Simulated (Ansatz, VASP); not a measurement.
**Zn: VASP beside Ansatz**

```
CELL_PARAMETERS angstrom
4.03506 0.00000 0.00000
-2.01753 3.49446 0.00000
0.00000 0.00000 3.36401
ATOMIC_POSITIONS crystal
Zn 0.33329 0.00000 0.33333
Zn 0.00000 0.33329 0.66667
Zn 0.66671 0.66671 0.00000
```

Alike in both runs: functional r2SCAN; k mesh 6 × 6 × 4; occupations gaussian, width 0.1 eV; no spin polarisation.

Ansatz relaxed the structure, and its values are those at the end. VASP's run is a single point on that final structure, the one shown.

|  | VASP | Ansatz |
| --- | --- | --- |
| version | VASP 6.6.1 | Ansatz 0.2.0 |
| potentials or method | VASP PAW PBE potentials, release 64 (Zn) | scalar-relativistic, plane waves, PAW |
| plane-wave cutoff (eV) | 520 | 500 |
| valence electrons in the cell | 36 | 36 |

```csv
,VASP,Ansatz,Ansatz less VASP
gap on the k mesh at the Fermi level (eV),none,none,-
pressure (GPa),0.2,-0.2,-0.46
```

A gap of «none» marks a metal or a gap that the smearing closes. The functional is the same, so the differences come from potentials, cutoffs and numerics.

Caveats: the k mesh is coarse (spacing up to 0.47 Å⁻¹), so the values aren't converged; the PAW data sets were made with another functional, which shifts forces and pressure a little (VASP).
